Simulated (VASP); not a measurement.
Write the native input for VASP 6.6.1 that does the following.

* Task: evGW0 quasiparticle levels
* Functional: PBE
* Potentials or basis: VASP PAW PBE potentials, release 64 (C_GW)
* Cutoff: 500 eV
* k mesh: 6 × 6 × 6
* Occupations: gaussian, width 0.01 eV
* Spin: no spin polarisation
* Ladder: free
* GW scheme: evGW0
* GW iterations: 4
* Cutoff of the response function: 200
* Frequency points: 50
* Empty bands: 72
* Further INCAR settings: ALGO = EVGW0; EDIFF = 1e-08; NBANDS = 76

Crystal: C.

```
C
1.0
     0.00000    1.78337    1.78337
     1.78337    0.00000    1.78337
     1.78337    1.78337    0.00000
C
2
Direct
  0.75000 0.75000 0.75000
  0.50000 0.50000 0.50000
```

This isn't the form of C at room conditions, which is graphite.

The input as run:

POSCAR

```
C
1.0
    0.0000000000      1.7833700000      1.7833700000
    1.7833700000      0.0000000000      1.7833700000
    1.7833700000      1.7833700000      0.0000000000
C
2
Direct
    0.7500000000      0.7500000000      0.7500000000
    0.5000000000      0.5000000000      0.5000000000
```

INCAR.step1

```
PREC = Accurate
ENCUT = 500
EDIFF = 1E-8
ISMEAR = 0
SIGMA = 0.01
LREAL = False
LASPH = True
NELM = 80
ALGO = Normal
LWAVE = True
LCHARG = False
GGA = PE
KPAR = 4
```

INCAR.step2

```
PREC = Accurate
ENCUT = 500
EDIFF = 1E-8
ISMEAR = 0
SIGMA = 0.01
LREAL = False
LASPH = True
NELM = 1
ALGO = Exact
LWAVE = True
LCHARG = False
GGA = PE
NBANDS = 76
LOPTICS = True
ISTART = 1
KPAR = 4
```

INCAR.step3

```
PREC = Accurate
ENCUT = 500
EDIFF = 1E-8
ISMEAR = 0
SIGMA = 0.01
LREAL = False
LASPH = True
ALGO = EVGW0
LWAVE = False
LCHARG = False
GGA = PE
NELMGW = 4
NBANDS = 76
ENCUTGW = 200
NOMEGA = 50
PRECFOCK = Fast
ISTART = 1
NBANDSGW = 12
KPAR = 4
```

KPOINTS

```
Automatic mesh
0
Gamma
  6 6 6
```

Potentials or basis: VASP PAW PBE potentials, release 64 (C_GW).

Run with:

```console
$ cat potpaw_PBE.64/C_GW/POTCAR > POTCAR
$ cp INCAR.step1 INCAR
$ mpirun -np 4 vasp_std > vasp.out
$ cp INCAR.step2 INCAR
$ mpirun -np 4 vasp_std > vasp.out
$ cp INCAR.step3 INCAR
$ mpirun -np 4 vasp_std > vasp.out
```

It gave:

The band gap on the k mesh, mean-field level is 4.15 eV, indirect (least direct gap 5.59 eV), the quasiparticle gap is 5.68 eV and the least direct quasiparticle gap is 7.56 eV.

Caveat: the k mesh is coarse (spacing up to 0.51 Å⁻¹), so the values aren't converged; bands, screening cutoff and mesh are small and nothing is extrapolated, so the quasiparticle values aren't converged.

Run time: 68 s on 4 MPI ranks on Intel(R) Xeon(R) Platinum 8559C (Emerald Rapids), on a shared host, peak memory 0.23 GiB a rank.
